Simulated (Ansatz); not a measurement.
## Lattice vibrations of PbO$_{2}$ at Γ

Theory: DFT PBE+D3(BJ), scalar-relativistic, plane waves, PAW (Ansatz). Plane waves to 420 eV; Γ-centred k mesh 18×18×18; Fermi-Dirac smearing of 0.15 eV. No spin polarisation. Phonons by linear response, acoustic sum rule imposed.

The cell, relaxed at this level:
```yaml
crystal:
  lattice:
    - [1.74818, 1.00931, 3.89364]
    - [-1.74818, 1.00931, 3.89364]
    - [0.00000, -2.01863, 3.89364]
  atoms:
    - { symbol: Pb, position: [0.50000, 0.50000, 0.50000] }
    - { symbol: O, position: [0.74933, 0.74933, 0.74933] }
    - { symbol: O, position: [0.25067, 0.25067, 0.25067] }
```

The structure comes from a generated guess, relaxed at this level; another structure or a mixture of phases may lie lower. In a metal, frequencies depend on the k mesh and the smearing, soft modes most. Spin–orbit coupling is left out, which matters for heavy elements. A semilocal functional can close a gap that the real compound has.

Optical modes at Γ:
```
frequency (THz)  degeneracy
           8.12           1
           9.38           2
          11.37           2
          13.09           1
```

All 6 optical modes at Γ are real: no displacement of atoms at fixed cell lowers the energy to second order. Strains and modes at other wave vectors aren't tested by this run.
